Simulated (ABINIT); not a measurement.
# Rh (Fm-3m) in ABINIT: further runs, part 2 of 2

ABINIT 10.8.3 (patched build).

### 3 Equation of state, BLYP+D3(BJ)

Input file run.abi:

```
ndtset 7
getwfk -1
scalecart1 3*0.9795861087
scalecart2 3*0.9864848297
scalecart3 3*0.9932883884
scalecart4 3*1.0000000000
scalecart5 3*1.0066227096
scalecart6 3*1.0131594038
scalecart7 3*1.0196128224

pp_dirpath "./"
pseudos "Rh.GGA_PBE-JTH.xml"

acell 5.0719591737 5.0719591737 5.0719591737
rprim
     0.0000000000     0.7071067812     0.7071067812
     0.7071067812     0.0000000000     0.7071067812
     0.7071067812     0.7071067812     0.0000000000
ntypat 1
znucl 45
natom 1
typat 1
xred
     0.0000000000     0.0000000000     0.0000000000

ecut 544.227725 eV
pawecutdg 40.0

kptopt 1
ngkpt 12 12 12
nshiftk 1
shiftk 0.0 0.0 0.0

ixc -106131
vdw_xc 7

nband 13
occopt 3
tsmear 0.05 eV

nstep 100
tolvrs 1.0e-9

iomode 3
prtwf 1
prtden 0
prteig 0
prtebands 0
```

Potentials or basis: JTH PAW PBE v2.0.

Run with:

```bash
> abinit run.abi > log 2>&1
```

run.abo:

```text
.Version 10.8.3 of ABINIT
 DATASET    1 : space group Fm -3 m (#225); Bravais cF (face-center cubic)
================================================================================
 Values of the parameters that define the memory need for DATASET  1.
     intxc =       0    ionmov =       0      iscf =      17    lmnmax =      18
     lnmax =       6     mgfft =      24  mpssoang =       3    mqgrid =    3001
     natom =       1  nloc_mem =       2    nspden =       1   nspinor =       1
    nsppol =       1      nsym =      48    n1xccc =       1    ntypat =       1
    occopt =       3   xclevel =       2
       mpw =         380          nfft =       13824          nkpt =          72
 PAW method is used; the additional fine FFT grid is defined by:
   mgfftf=        30    nfftf =     27000
================================================================================
================================================================================
[... 71 lines left out ...]
 DATASET    7 : space group Fm -3 m (#225); Bravais cF (face-center cubic)
================================================================================
 Values of the parameters that define the memory need for DATASET  7.
     intxc =       0    ionmov =       0      iscf =      17    lmnmax =      18
     lnmax =       6     mgfft =      24  mpssoang =       3    mqgrid =    3001
     natom =       1  nloc_mem =       2    nspden =       1   nspinor =       1
    nsppol =       1      nsym =      48    n1xccc =       1    ntypat =       1
    occopt =       3   xclevel =       2
       mpw =         432          nfft =       13824          nkpt =          72
 PAW method is used; the additional fine FFT grid is defined by:
   mgfftf=        30    nfftf =     27000
================================================================================
================================================================================

--------------------------------------------------------------------------------
------------- Echo of variables that govern the present computation ------------
--------------------------------------------------------------------------------
 -outvars: echo values of preprocessed input variables --------
            acell      5.0719591737E+00  5.0719591737E+00  5.0719591737E+00 Bohr
              amu      1.02905500E+02
             ecut      2.00000000E+01 Hartree
[... 107 lines left out ...]
         ecut(hartree)=     40.000   => boxcut(ratio)=   2.12319

--- Pseudopotential description ------------------------------------------------
- pspini: atom type   1  psp file is ./Rh.GGA_PBE-JTH.xml
 Pseudopotential format is: paw10
 basis_size (lnmax)=  6 (lmn_size= 18), orbitals=   0   0   1   1   2   2
 Spheres core radius: rc_sph= 2.21251062
 Shapefunction is SIN type: shapef(r)=[sin(pi*r/rshp)/(pi*r/rshp)]**2
 Radius for shape functions =  2.00372819
 Compensation charge density is not taken into account in XC energy/potential

   3.74318991E+02                                ecore*ucvol(ha*bohr**3)
--------------------------------------------------------------------------------

[... 1219 lines left out ...]
-Cartesian components of stress tensor (GPa)         [Pressure= -1.1300E+01 GPa]
- sigma(1 1)=  1.13001166E+01  sigma(3 2)=  0.00000000E+00
- sigma(2 2)=  1.13001166E+01  sigma(3 1)=  0.00000000E+00
- sigma(3 3)=  1.13001166E+01  sigma(2 1)=  0.00000000E+00

== END DATASET(S) ==============================================================
================================================================================

 -outvars: echo values of variables after computation  --------
            acell      5.0719591737E+00  5.0719591737E+00  5.0719591737E+00 Bohr
           etotal1    -1.1140581986E+02
           etotal2    -1.1140706510E+02
           etotal3    -1.1140786251E+02
           etotal4    -1.1140826154E+02
           etotal5    -1.1140829608E+02
           etotal6    -1.1140800677E+02
           etotal7    -1.1140743476E+02
            fcart1    -0.0000000000E+00 -0.0000000000E+00 -0.0000000000E+00
            fcart2    -0.0000000000E+00 -0.0000000000E+00 -0.0000000000E+00
            fcart3    -0.0000000000E+00 -0.0000000000E+00 -0.0000000000E+00
            fcart4    -0.0000000000E+00 -0.0000000000E+00 -0.0000000000E+00
            fcart5    -0.0000000000E+00 -0.0000000000E+00 -0.0000000000E+00
            fcart6    -0.0000000000E+00 -0.0000000000E+00 -0.0000000000E+00
            fcart7    -0.0000000000E+00 -0.0000000000E+00 -0.0000000000E+00
            rprim1     0.0000000000E+00  6.9267198023E-01  6.9267198023E-01
                       6.9267198023E-01  0.0000000000E+00  6.9267198023E-01
                       6.9267198023E-01  6.9267198023E-01  0.0000000000E+00
[... 17 lines left out ...]
                       7.2097514092E-01  7.2097514092E-01  0.0000000000E+00
           strten1    -8.0396258958E-04 -8.0396258958E-04 -8.0396258958E-04
                       0.0000000000E+00  0.0000000000E+00  0.0000000000E+00
           strten2    -5.4407966021E-04 -5.4407966021E-04 -5.4407966021E-04
                       0.0000000000E+00  0.0000000000E+00  0.0000000000E+00
           strten3    -3.1744268065E-04 -3.1744268065E-04 -3.1744268065E-04
                       0.0000000000E+00  0.0000000000E+00  0.0000000000E+00
           strten4    -1.1103163949E-04 -1.1103163949E-04 -1.1103163949E-04
                       0.0000000000E+00  0.0000000000E+00  0.0000000000E+00
           strten5     7.6329539212E-05  7.6329539212E-05  7.6329539212E-05
                       0.0000000000E+00  0.0000000000E+00  0.0000000000E+00
           strten6     2.3993165698E-04  2.3993165698E-04  2.3993165698E-04
                       0.0000000000E+00  0.0000000000E+00  0.0000000000E+00
           strten7     3.8408315686E-04  3.8408315686E-04  3.8408315686E-04
                       0.0000000000E+00  0.0000000000E+00  0.0000000000E+00
 Calculation completed.
```

Wall time 85 s (1 thread of Arm Neoverse V2, shared host); peak memory 0.13 GiB.

Results:

```yaml
Equilibrium_volume: 13.84 Å³/atom
Bulk_modulus: 271 GPa
Pressure_derivative_of_the_bulk_modulus: 4.6
```

Energy against volume, from the lowest point:
| volume (Å³/atom) | energy (meV/atom) |
| --- | --- |
| 12.851 | 67.38 |
| 13.125 | 33.50 |
| 13.398 | 11.80 |
| 13.671 | 0.94 |
| 13.945 | 0.00 |
| 14.218 | 7.87 |
| 14.492 | 23.44 |

Caveat: pressures at fixed basis lie under the slope of the energies; the PAW data sets were made with another functional, which shifts forces and pressure a little.

### 4 Equation of state, revPBE+D4

Input file run.py:

```python
import json, os
import numpy as np
from ase.eos import EquationOfState
from ase.units import GPa
from ase.calculators.mixing import SumCalculator
from dftd4.ase import DFTD4
from ase.calculators.abinit import Abinit, AbinitProfile
from ase import Atoms

atoms = Atoms(['Rh'],
              cell=[[0.0, 1.89785, 1.89785], [1.89785, 0.0, 1.89785], [1.89785, 1.89785, 0.0]],
              scaled_positions=[[0.0, 0.0, 0.0]],
              pbc=True)

profile = AbinitProfile(command='abinit', pp_paths=[os.path.abspath('pseudos')])
params = dict(
    pps='pawxml', xc='PBE',
    ecut=544.2277,
    pawecutdg=1088.4554,
    kptopt=1,
    ngkpt=[12, 12, 12],
    nshiftk=1,
    shiftk=[0.0, 0.0, 0.0],
    ixc=14,
    nband=13,
    occopt=3,
    tsmear=0.05,
    nstep=100,
    tolvrs=1e-09,
    prtwf=0,
    prtden=0,
)

cell0 = atoms.cell.copy()
volumes, energies = [], []
for i, x in enumerate([0.94, 0.96, 0.98, 1.0, 1.02, 1.04, 1.06]):
    atoms.set_cell(cell0 * x ** (1 / 3), scale_atoms=True)
    atoms.calc = SumCalculator([Abinit(profile=profile, directory=f'v{i}', **params), DFTD4(method='revpbe')])
    volumes.append(atoms.get_volume() / len(atoms))
    dft, disp = atoms.calc.mixer.calcs
    energies.append((dft.get_property('free_energy', atoms) + disp.get_property('energy', atoms)) / len(atoms))
    print(f'{x:5.2f} {volumes[-1]:10.5f} A^3/atom {energies[-1]:14.6f} eV/atom', flush=True)
    json.dump(dict(volumes=volumes, energies=energies), open('results.json', 'w'))
v0, e0, b0 = EquationOfState(volumes, energies, eos='sjeos').fit()
print(f'V0 {v0:.4f} A^3/atom  E0 {e0:.6f} eV/atom  B0 {b0 / GPa:.2f} GPa')
```

Run with:

```bash
> python run.py
```

Run time: 2 min. Hardware: 1 thread of Arm Neoverse V2, shared host; peak memory 0.11 GiB.

Results (log left out):

* Equilibrium volume: 13.42 Å³/atom
* Bulk modulus: 299 GPa
* Pressure derivative of the bulk modulus: 4.4 (rough: it moves with the points fitted)

Energy against volume, from the lowest point:
```
volume (Å³/atom)  energy (meV/atom)
          12.851              24.35
          13.125               6.82
          13.398               0.00
          13.671               4.73
          13.945              18.22
          14.218              40.51
          14.492              70.00
```

Caveat: pressures at fixed basis lie under the slope of the energies; the log and the count of SCF iterations are those of the last ABINIT call alone; the PAW data sets were made with another functional, which shifts forces and pressure a little.

### 5 Equation of state, PBEsol

run.abi: that of step 3 with these lines changed.

```diff
@@ -1 +1,2 @@
+# Datasets: one volume each
 ndtset 7
@@ -10,2 +11,3 @@
 
+# Pseudopotentials
 pp_dirpath "./"
@@ -13,3 +15,4 @@
 
-acell 5.0719591737 5.0719591737 5.0719591737
+# Structure
+acell 2.6839652093 2.6839652093 2.6839652093 Angstrom
 rprim
@@ -25,5 +28,7 @@
 
-ecut 544.227725 eV
+# Plane-wave basis
+ecut 20.0
 pawecutdg 40.0
 
+# k points
 kptopt 1
@@ -33,5 +38,6 @@
 
-ixc -106131
-vdw_xc 7
+# Exchange and correlation
+ixc -116133
 
+# Bands and occupations
 nband 13
@@ -40,2 +46,3 @@
 
+# SCF cycle
 nstep 100
@@ -43,2 +50,3 @@
 
+# Output
 iomode 3
@@ -48 +56,2 @@
 prtebands 0
+enunit 2
```

Potentials or basis: JTH PAW PBE v2.0.

Run with:

```bash
> abinit run.abi > log 2>&1
```

run.abo:

```text
.Version 10.8.3 of ABINIT
 DATASET    1 : space group Fm -3 m (#225); Bravais cF (face-center cubic)
================================================================================
 Values of the parameters that define the memory need for DATASET  1.
     intxc =       0    ionmov =       0      iscf =      17    lmnmax =      18
     lnmax =       6     mgfft =      24  mpssoang =       3    mqgrid =    3001
     natom =       1  nloc_mem =       2    nspden =       1   nspinor =       1
    nsppol =       1      nsym =      48    n1xccc =       1    ntypat =       1
    occopt =       3   xclevel =       2
       mpw =         380          nfft =       13824          nkpt =          72
 PAW method is used; the additional fine FFT grid is defined by:
   mgfftf=        30    nfftf =     27000
================================================================================
================================================================================
[... 71 lines left out ...]
 DATASET    7 : space group Fm -3 m (#225); Bravais cF (face-center cubic)
================================================================================
 Values of the parameters that define the memory need for DATASET  7.
     intxc =       0    ionmov =       0      iscf =      17    lmnmax =      18
     lnmax =       6     mgfft =      24  mpssoang =       3    mqgrid =    3001
     natom =       1  nloc_mem =       2    nspden =       1   nspinor =       1
    nsppol =       1      nsym =      48    n1xccc =       1    ntypat =       1
    occopt =       3   xclevel =       2
       mpw =         432          nfft =       13824          nkpt =          72
 PAW method is used; the additional fine FFT grid is defined by:
[... 1397 lines left out ...]

 -outvars: echo values of variables after computation  --------
            acell      5.0719591770E+00  5.0719591770E+00  5.0719591770E+00 Bohr
           etotal1    -1.1140438163E+02
           etotal2    -1.1140520191E+02
           etotal3    -1.1140557981E+02
           etotal4    -1.1140556470E+02
           etotal5    -1.1140519040E+02
           etotal6    -1.1140449731E+02
           etotal7    -1.1140352656E+02
            fcart1    -0.0000000000E+00 -0.0000000000E+00 -0.0000000000E+00
            fcart2    -0.0000000000E+00 -0.0000000000E+00 -0.0000000000E+00
            fcart3    -0.0000000000E+00 -0.0000000000E+00 -0.0000000000E+00
            fcart4    -0.0000000000E+00 -0.0000000000E+00 -0.0000000000E+00
            fcart5    -0.0000000000E+00 -0.0000000000E+00 -0.0000000000E+00
            fcart6    -0.0000000000E+00 -0.0000000000E+00 -0.0000000000E+00
            fcart7    -0.0000000000E+00 -0.0000000000E+00 -0.0000000000E+00
            rprim1     0.0000000000E+00  6.9267198023E-01  6.9267198023E-01
                       6.9267198023E-01  0.0000000000E+00  6.9267198023E-01
                       6.9267198023E-01  6.9267198023E-01  0.0000000000E+00
[... 17 lines left out ...]
                       7.2097514092E-01  7.2097514092E-01  0.0000000000E+00
           strten1    -5.7172537691E-04 -5.7172537691E-04 -5.7172537691E-04
                       0.0000000000E+00  0.0000000000E+00  0.0000000000E+00
           strten2    -3.1500263271E-04 -3.1500263271E-04 -3.1500263271E-04
                       0.0000000000E+00  0.0000000000E+00  0.0000000000E+00
           strten3    -9.1382012285E-05 -9.1382012285E-05 -9.1382012285E-05
                       0.0000000000E+00  0.0000000000E+00  0.0000000000E+00
           strten4     1.1212739926E-04  1.1212739926E-04  1.1212739926E-04
                       0.0000000000E+00  0.0000000000E+00  0.0000000000E+00
           strten5     2.9664271505E-04  2.9664271505E-04  2.9664271505E-04
                       0.0000000000E+00  0.0000000000E+00  0.0000000000E+00
           strten6     4.5742304484E-04  4.5742304484E-04  4.5742304484E-04
                       0.0000000000E+00  0.0000000000E+00  0.0000000000E+00
           strten7     5.9870413489E-04  5.9870413489E-04  5.9870413489E-04
                       0.0000000000E+00  0.0000000000E+00  0.0000000000E+00
 Calculation completed.
```

Wall time 94 s (1 thread of Arm Neoverse V2, shared host); peak memory 0.13 GiB.

What came out:

* Equilibrium volume: 13.52 Å³/atom
* Bulk modulus: 297 GPa
* Pressure derivative of the bulk modulus: 4.5

Energy against volume, from the lowest point:
```tsv
volume (Å³/atom)	energy (meV/atom)
12.851	32.60
13.125	10.28
13.398	0.00
13.671	0.41
13.945	10.60
14.218	29.46
14.492	55.87
```

Caveat: pressures at fixed basis lie under the slope of the energies; the PAW data sets were made with another functional, which shifts forces and pressure a little.

### 6 Band structure, WC, spin-orbit coupling, no magnetisation

Input file run.abi:

```
# Datasets: ground state, then fixed potential
ndtset 2

# Pseudopotentials
pp_dirpath "./"
pseudos "Rh.GGA_PBE-JTH.xml"

# Structure
acell 5.0719591737 5.0719591737 5.0719591737
rprim
     0.0000000000     0.7071067812     0.7071067812
     0.7071067812     0.0000000000     0.7071067812
     0.7071067812     0.7071067812     0.0000000000
ntypat 1
znucl 45
natom 1
typat 1
xred
     0.0000000000     0.0000000000     0.0000000000

# Plane-wave basis
ecut 20.0
pawecutdg 40.0

# Exchange and correlation
ixc 23

# Bands and occupations
occopt 3
tsmear 0.00183747

# Spin
nspinor 2
nspden 1
pawspnorb 1

# SCF cycle
nstep 100

# Output
iomode 3
prtwf 0
prteig 0
prtebands 0
prtden1 1

# Dataset 1
kptopt1 4
ngkpt1 12 12 12
nshiftk1 1
shiftk1 0.0 0.0 0.0
nband1 26
tolvrs1 1.0e-9

# Dataset 2: bands along G-X-W-K-G-L-U-W-L-K
iscf2 -2
getden2 1
nband2 34
nbdbuf2 2
tolwfr2 1.0e-12
kptopt2 -9
ndivsm2 5
prteig2 1
kptbounds2
     0.0000000000     0.0000000000     0.0000000000
     0.5000000000     0.0000000000     0.5000000000
     0.5000000000     0.2500000000     0.7500000000
     0.3750000000     0.3750000000     0.7500000000
     0.0000000000     0.0000000000     0.0000000000
     0.5000000000     0.5000000000     0.5000000000
     0.6250000000     0.2500000000     0.6250000000
     0.5000000000     0.2500000000     0.7500000000
     0.5000000000     0.5000000000     0.5000000000
     0.3750000000     0.3750000000     0.7500000000
```

Potentials or basis: JTH PAW PBE v2.0.

Run with:

```bash
> abinit run.abi > log 2>&1
```

Wall time 2.3 min (1 thread of Arm Neoverse V2, shared host); peak memory 0.12 GiB.

Results (log left out):

- Free energy: -3033.4811 eV
- Pressure: -0.7 GPa
- Band gap on the k mesh: none (metal or under the smearing width)
- Valence electrons inside the program's atomic spheres: Rh 14.88 (radii [1.1708] Å)

Levels at the corners of the path, in eV from the Fermi level:
| point | band 12 | band 13 | band 14 | band 15 | band 16 | band 17 | band 18 | band 19 | band 20 | band 21 |
| --- | --- | --- | --- | --- | --- | --- | --- | --- | --- | --- |
| Γ | -3.25 | -3.25 | -3.25 | -3.00 | -3.00 | -1.01 | -1.01 | -1.01 | -1.01 | 15.89 |
| X | -6.05 | 0.49 | 0.49 | 0.86 | 0.86 | 1.12 | 1.12 | 3.15 | 3.15 | 12.24 |
| W | -3.91 | -3.88 | -3.88 | -1.24 | -1.24 | 0.98 | 0.98 | 9.33 | 9.33 | 9.83 |
| K | -4.86 | -2.15 | -2.15 | -0.73 | -0.73 | 0.36 | 0.36 | 7.80 | 7.80 | 8.57 |
| Γ | -3.25 | -3.25 | -3.25 | -3.00 | -3.00 | -1.01 | -1.01 | -1.01 | -1.01 | 15.89 |
| L | -3.37 | -3.09 | -3.09 | 0.47 | 0.47 | 0.63 | 0.63 | 0.64 | 0.64 | 8.61 |
| U | -4.86 | -2.15 | -2.15 | -0.73 | -0.73 | 0.36 | 0.36 | 7.80 | 7.80 | 8.57 |
| W | -3.91 | -3.88 | -3.88 | -1.24 | -1.24 | 0.98 | 0.98 | 9.33 | 9.33 | 9.83 |
| L | -3.37 | -3.09 | -3.09 | 0.47 | 0.47 | 0.63 | 0.63 | 0.64 | 0.64 | 8.61 |
| K | -4.86 | -2.15 | -2.15 | -0.73 | -0.73 | 0.36 | 0.36 | 7.80 | 7.80 | 8.57 |

Caveat: the PAW data sets were made with another functional, which shifts forces and pressure a little.

### 7 For comparison

An earlier run on the cell as given: functional PBE; potentials or basis JTH PAW PBE v2.0; cutoff 435 eV; k mesh 12 × 12 × 12; occupations fermi-dirac, width 0.05 eV; no spin polarisation.

- Pressure: 6.8 GPa
- Band gap on the k mesh: none (metal or under the smearing width)
- Valence electrons inside the program's atomic spheres: Rh 14.88 (radii [1.1708] Å)

### 8 The runs side by side

```csv
task,level,potentials or basis,spin,cutoff (eV),fine-grid cutoff,dispersion computed by,gap on the mesh (eV),pressure (GPa),V0 of scaled cells (Å³/atom),B0 (GPa)
band structure,PBEsol,PseudoDojo NC SR PBEsol v0.4 stringent,off,1197,-,-,none,-3.4,-,-
equation of state,BLYP+D3(BJ),JTH PAW PBE v2.0,off,544,1088.46 eV,-,-,-,13.84,271
equation of state,revPBE+D4,JTH PAW PBE v2.0,off,544,1088.46 eV,dftd4 4.3.1,-,-,13.42,299
equation of state,PBEsol,JTH PAW PBE v2.0,off,544,1088.46 eV,-,-,-,13.52,297
band structure,WC,JTH PAW PBE v2.0,"SOC, no magnetisation",544,1088.46 eV,-,none,-0.7,-,-
single point,PBE,JTH PAW PBE v2.0,off,435,870.764 eV,-,none,6.8,-,-
```

Alike in all rows: cell as given; k mesh 12 × 12 × 12; smearing fermi-dirac 0.05 eV.

Caveats: the PAW data sets were made with another functional, which shifts forces and pressure a little (some runs); pressures at fixed basis lie under the slope of the energies (some runs).

Absolute energies hang on the potentials; compare differences alone.

### 9 Comparison with measurements

Step 3. Against the measured bulk modulus of Rh, 264 GPa (quoted in “Thermal equation of state of rhodium characterized by XRD in a resistively heated diamond anvil cell”, 2024, pmc:11535440), the calculated 271 GPa is off by +2.8 %. The fit is for a static lattice scaled at fixed shape and fixed fractional positions.

Step 4. Measured bulk modulus of Rh: 264 GPa (quoted in “Thermal equation of state of rhodium characterized by XRD in a resistively heated diamond anvil cell”, 2024, pmc:11535440). This calculation gives 299 GPa (+13.2 %). The fit is for a static lattice scaled at fixed shape and fixed fractional positions.

Step 5. A measured bulk modulus of Rh is 264 GPa (quoted in “Thermal equation of state of rhodium characterized by XRD in a resistively heated diamond anvil cell”, 2024, pmc:11535440); the calculated 297 GPa misses it by +12.5 %. The fit is for a static lattice scaled at fixed shape and fixed fractional positions.
